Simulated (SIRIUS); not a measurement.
## ZrB2 in SIRIUS: the effect of Hubbard term

The system is ZrB2.

```
CELL_PARAMETERS angstrom
3.17000 0.00000 0.00000
-1.58500 2.74530 0.00000
0.00000 0.00000 3.53300
ATOMIC_POSITIONS crystal
Zr 0.00000 0.00000 0.00000
B 0.66667 0.33333 0.50000
B 0.33333 0.66667 0.50000
```

Alike in all runs:

| Property | Result |
| --- | --- |
| Program | SIRIUS 7.10.0 |
| Task | single point |
| Functional | PBE |
| Potentials or basis | PseudoDojo 0.4.1 PBE standard (scalar relativistic) |
| Cutoff | 1054 eV |
| Density cutoff | 4214 eV |
| k mesh | 10 × 10 × 8 |
| Occupations | fermi-dirac, width 0.05 eV |
| Spin | no spin polarisation |
| Libxc names | ["XC_GGA_X_PBE", "XC_GGA_C_PBE"] |
| Energy tol | 1e-08 Ha |
| Density tol | 1e-06 |
| Mixer | anderson |
| Mixing beta | 0.7 |
| Max scf | 100 |
| Radial cutoff for the potentials' integrals | 6.5 bohr |

```tsv
Hubbard term	pressure (GPa)
none	?
Zr d U = 2 eV	2.5
Zr d U = 4 eV	4.4
Zr d U = 6 eV	6.5
Zr d U = 8 eV	8.9
```

Task: What does the run with Hubbard term none give?

Result: Pressure 0.8 GPa.

Worked out: A parabola through the other rows of the pressure, of slope 0.752 GPa per eV there, extrapolates to 0.9 GPa, against the run's 0.8.

Caveats: U without spin polarisation on a metal has little footing (some runs); the U is typed as a test and isn't derived for this compound (some runs).
